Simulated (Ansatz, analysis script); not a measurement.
**Free-standing triangular Ti monolayer, spacing 2.74 Å: how near to magnetism**

Is a free-standing triangular Ti monolayer, spacing 2.74 Å magnetic, nearly magnetic or plainly paramagnetic? E(M) and M(B) tell.

Main program and level: Ansatz 0.2.0; PBE, PAW set soft_2.

This is a report of a sequence of runs, with most program output left out.

## Step 1: The starting structure

The cell holds 1 atom: 1 Ti. Its edges and angles: a = 2.740 Å, b = 2.740 Å, c = 14.000 Å, α = 90.0°, β = 90.0°, γ = 120.0°. An idealised lattice of chosen spacing, in vacuum. Vacuum lies along c.

Coordinates:

```cif
data_structure
_symmetry_space_group_name_H-M 'P 1'
_symmetry_Int_Tables_number 1
_cell_length_a 2.7400
_cell_length_b 2.7400
_cell_length_c 14.0000
_cell_angle_alpha 90.000
_cell_angle_beta 90.000
_cell_angle_gamma 120.000
_cell_volume 91.02
loop_
_atom_site_label
_atom_site_type_symbol
_atom_site_fract_x
_atom_site_fract_y
_atom_site_fract_z
_atom_site_occupancy
Ti1 Ti 0.00000 0.00000 0.50000 1
```

## Step 2: Starting state

First a free collinear run, to see which state the typed moments lead to.

File input.yaml:

```yaml
crystal:
  lattice:
    - [2.74, 0.0, 0.0]
    - [-1.37, 2.37291, 0.0]
    - [0.0, 0.0, 14.0]
  atoms:
    - { symbol: Ti, position: [0.0, 0.0, 0.5], spin: 1.0 }
magnetization:
  spin_polarized: true
kpoints:
  mp_grid: { grid: [9, 9, 1] }
hamiltonian:
  xc: pbe
scf:
  occupations: { method: fermi_dirac, width: 0.1 }
  max_iter: 120
  convergence: { dr2_threshold: 1.0e-08 }
```

The run is started by

```sh
$ ansatz run input.yaml --threads 1 --pin off --max-ram 3072MiB --backend cpu --events-out ev --progress --plain --runs-dir out
```

The job ended after 2.6 s (1 thread of Arm Neoverse V1, shared host; peak memory 0.3 GiB).

Spin moment in the atom's sphere by atom:

```
atom  spin moment in the atom's sphere (μB)
 Ti1                                  0.132
```

The run ends weakly spin-polarised, with a net moment of 0.269 μB a cell. Only this order was typed.

## Step 3: Denser mesh

Levels at the Fermi energy are partly filled, so moments and energy differences can hang on the k-mesh, and the state is solved again on a denser one.

input.yaml, as its differences from that of step 2:

```diff
@@ -10,3 +10,3 @@
 kpoints:
-  mp_grid: { grid: [9, 9, 1] }
+  mp_grid: { grid: [23, 23, 1] }
 hamiltonian:
@@ -17 +17,3 @@
   convergence: { dr2_threshold: 1.0e-08 }
+basis:
+  ecutwfc: 420.0
```

Elapsed: 7.6 s, on 1 thread; peak memory 0.39 GiB.

Spin moment in the atom's sphere by atom:

| atom | spin moment in the atom's sphere (μB) |
| --- | --- |
| Ti1 | 0.283 |

The run ends ferromagnetic, with a net moment of 0.548 μB a cell, against 0.269 μB on the first mesh.

## Step 4: Without spin

The state without spin is the zero of E(M).

input.yaml, the sections that differ from step 3:

```yaml
crystal:
  lattice:
    - [2.74, 0.0, 0.0]
    - [-1.37, 2.37291, 0.0]
    - [0.0, 0.0, 14.0]
  atoms:
    - { symbol: Ti, position: [0.0, 0.0, 0.5] }
# kpoints, hamiltonian, scf, basis: as in step 3
# magnetization: removed
```

It took 2.3 s on 1 thread; peak memory 0.33 GiB.

The free collinear run lies 1.31 meV below it.

## Step 5: Without spin, levels printed

input.yaml, as its differences from that of step 4:

```diff
@@ -17 +17,3 @@
   ecutwfc: 420.0
+output:
+  eigenvalues: true
```

Run time: 2.6 s. Hardware: 1 thread; peak memory 0.32 GiB.

## Step 6: Total moment fixed at 0.136 μB

Two Fermi levels, one a spin, hold the total moment exactly, which reaches states that a free run would leave.

input.yaml, the sections that differ from step 5:

```yaml
crystal:
  lattice:
    - [2.74, 0.0, 0.0]
    - [-1.37, 2.37291, 0.0]
    - [0.0, 0.0, 14.0]
  atoms:
    - { symbol: Ti, position: [0.0, 0.0, 0.5], spin: 0.136 }
magnetization:
  spin_polarized: true
  initial_magnetization: 0.136
  spin_locking: { lock_magnetization: hard }
# kpoints, hamiltonian, scf, basis: as in step 5
# output: removed
```

Wall time 7 s (1 thread); peak memory 0.38 GiB.

The energy is -0.173 meV from the state without spin, and the largest site carries 0.0653 μB.

## Step 7: Total moment fixed at 0.273 μB

input.yaml, the sections that differ from step 6:

```yaml
crystal:
  lattice:
    - [2.74, 0.0, 0.0]
    - [-1.37, 2.37291, 0.0]
    - [0.0, 0.0, 14.0]
  atoms:
    - { symbol: Ti, position: [0.0, 0.0, 0.5], spin: 0.273 }
magnetization:
  spin_polarized: true
  initial_magnetization: 0.273
  spin_locking: { lock_magnetization: hard }
# kpoints, hamiltonian, scf, basis: as in step 6
```

Wall time 7.2 s (1 thread); peak memory 0.38 GiB.

The energy is -0.608 meV from the state without spin, and the largest site carries 0.134 μB.

## Step 8: Total moment fixed at 0.955 μB

input.yaml, the sections that differ from step 7:

```yaml
crystal:
  lattice:
    - [2.74, 0.0, 0.0]
    - [-1.37, 2.37291, 0.0]
    - [0.0, 0.0, 14.0]
  atoms:
    - { symbol: Ti, position: [0.0, 0.0, 0.5], spin: 0.955 }
magnetization:
  spin_polarized: true
  initial_magnetization: 0.955
  spin_locking: { lock_magnetization: hard }
# kpoints, hamiltonian, scf, basis: as in step 7
```

Elapsed: 6.3 s, on 1 thread; peak memory 0.38 GiB.

The energy is 3.02 meV from the state without spin, and the largest site carries 0.528 μB.

## Step 9: Total moment fixed at 1.5 μB

input.yaml, the sections that differ from step 8:

```yaml
crystal:
  lattice:
    - [2.74, 0.0, 0.0]
    - [-1.37, 2.37291, 0.0]
    - [0.0, 0.0, 14.0]
  atoms:
    - { symbol: Ti, position: [0.0, 0.0, 0.5], spin: 1.5 }
magnetization:
  spin_polarized: true
  initial_magnetization: 1.5
  spin_locking: { lock_magnetization: hard }
# kpoints, hamiltonian, scf, basis: as in step 8
```

It took 6.2 s on 1 thread; peak memory 0.38 GiB.

The energy is 35.4 meV from the state without spin, and the largest site carries 0.881 μB.

The other 7 runs of this kind were made alike; their results stand in the table below.

## Step 10: No field, tight threshold

A field gives a second route to the same curve. A thousand tesla shift each spin by 58 meV, and the threshold is tightened so that small induced moments are resolved.

input.yaml, the sections that differ from step 9:

```yaml
crystal:
  lattice:
    - [2.74, 0.0, 0.0]
    - [-1.37, 2.37291, 0.0]
    - [0.0, 0.0, 14.0]
  atoms:
    - { symbol: Ti, position: [0.0, 0.0, 0.5], spin: 0.28 }
magnetization:
  spin_polarized: true
scf:
  occupations: { method: fermi_dirac, width: 0.1 }
  max_iter: 120
  convergence: { dr2_threshold: 1.0e-10 }
# kpoints, hamiltonian, basis: as in step 9
```

Elapsed: 12 s, on 1 thread; peak memory 0.38 GiB.

The net moment is 0.548 μB a cell.

## Step 11: Field of 2000 T

input.yaml, as its differences from that of step 10:

```diff
@@ -9,2 +9,3 @@
   spin_polarized: true
+  magnetic_field: 2000.0
 kpoints:
```

Elapsed: 8.6 s, on 1 thread; peak memory 0.37 GiB.

The net moment is 1.73 μB a cell.

2 more runs differ from these in the same keys alone and are tabled below.

## Step 12: The curves

Table of energy less the state without spin by total moment:

```csv
total moment (μB/cell),energy less the state without spin (meV/cell)
0.000,0
0.136,-0.173
0.273,-0.608
0.409,-1.08
0.545,-1.31
0.682,-0.982
0.818,0.278
0.955,3.02
1.091,7.78
1.227,14.8
1.364,24.2
1.500,35.4
```

The field that holds a moment is half the difference of the two Fermi levels over μB.

The field that holds the moment by total moment:

| total moment (μB/cell) | field that holds the moment (T) |
| --- | --- |
| 0.136 | -42.0 |
| 0.273 | -62.7 |
| 0.409 | -50.4 |
| 0.545 | -1.42 |
| 0.682 | 91.2 |
| 0.818 | 240 |
| 0.955 | 465 |
| 1.091 | 750 |
| 1.227 | 1040 |
| 1.364 | 1304 |
| 1.500 | 1552 |

Total moment against field:

| field (T) | total moment (μB/cell) |
| --- | --- |
| 0 | 0.548 |
| 500 | 0.973 |
| 1000 | 1.21 |
| 2000 | 1.73 |

A Landau fit E = a2 M² + a4 M⁴ + a6 M⁶ (meV, μB) and the Stoner form E ≈ M² (1/2N − I/4), with the slope taken at the first fixed moment:

Read from the output:

```yaml
density_of_states_at_the_fermi_level_no_spin: 3.126 states/eV/cell, both spins, broadened by the smearing
landau_coefficients_a2_a4_a6: -9.178, 15.73, -2.065 meV/μB², meV/μB^4, meV/μB^6
r_m_s_miss_of_the_landau_fit: 0.06771 meV
stoner_parameter_i: 0.6755 eV, of the cell
i_n_2: 1.056 I N / 2 from the slope at the first moment; over 1: unstable to a moment
```

## Step 13: Results

| Item | Value |
| --- | --- |
| state of the free run | ferromagnetic |
| net moment of the free run | 0.548 μB |
| energy of the free run from the state without spin | -1.31 meV a cell |
| lowest of the fixed moments tried | M = 0.545 μB, -1.31 meV |
| dM/dB between 0 and 500 T | 0.850 μB a cell per 1000 T |

In words: At this level the system is magnetic: the free run keeps 0.283 μB on the largest site. No other order was typed. Semilocal functionals tend to overstate moments this weak, since they lack spin fluctuations. Among the fixed moments, E(M) falls 1.31 meV below the state without spin and is lowest near 0.545 μB on this grid. I·N/2 = 1.1 is over 1, so the state without spin is unstable to a uniform moment. The field acts on spins alone. The 15 fixed-moment and field runs took 2.2 min of wall time, added up. Energies are free energies at a smearing of 0.1 eV, and with partly filled levels differences shift, at times strongly, as the smearing goes to zero. The cell was taken as built, with atoms unrelaxed.

[Logs and program files are shortened in this print: banners, set-up blocks, solver, clock and traceback lines can be left out without a mark of their own.]

[Logs are printed without paths, hosts, clocks, repeated set-up lines and the standing remarks that a program may print on its own settings, such as how far it seeks lower states.]

[Hosts, paths, dates, database ids (printed as entryN), source tags and the programs' standing remarks are cut or masked in the printed files.]
